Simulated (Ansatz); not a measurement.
# Infrared modes and screening in LiCl (Fm-3m)

Perturbation theory with PBEsol in Ansatz on the PBEsol cell, ground state and force constants on an 8×8×8 mesh. No spin polarisation and no zero-point or thermal motion.

Space group Fm-3m (No. 225), cubic; conventional cell a = 5.064 Å, 16.24 Å³ an atom. Li is surrounded by 6 Cl at 2.53 Å; Cl is surrounded by 6 Li at 2.53 Å.

```yaml
crystal:
  lattice:
    - [0.00000, 2.53217, 2.53217]
    - [2.53217, 0.00000, 2.53217]
    - [2.53217, 2.53217, 0.00000]
  atoms:
    - { symbol: Li, position: [0.00000, 0.00000, 0.00000] }
    - { symbol: Cl, position: [0.50000, 0.50000, 0.50000] }
```

Optical modes without the longitudinal term:
```json
{"ω (cm⁻¹)": "206", "degeneracy": "3", "IR intensity, summed over the level ((D/Å)²/amu)": "16.43"}
```

The optical mode at Γ lies at 206 cm⁻¹ without the longitudinal term. With the long-range field the highest mode reaches 399 cm⁻¹.

The electronic dielectric tensor ε∞ is 3.07 in all directions. With the ions relaxed, ε⁰ is 11.6 in all directions. Born charges, averaged over directions: Li +1.17, Cl -1.17 e.

With one polar mode in a cubic crystal the Lyddane-Sachs-Teller relation applies: (ω_LO/ω_TO)² = (399.4/205.8)² = 3.769, and ε⁰/ε∞ = 11.564/3.068 = 3.769. The refractive index √ε∞ is 1.75.

For comparison, on the r2SCAN cell the mean ε∞ is 2.83 with r2SCAN (ground state on 8×8×8; least gap 7.29 eV), 2.97 with PBE (ground state on 8×8×8; least gap 6.38 eV).
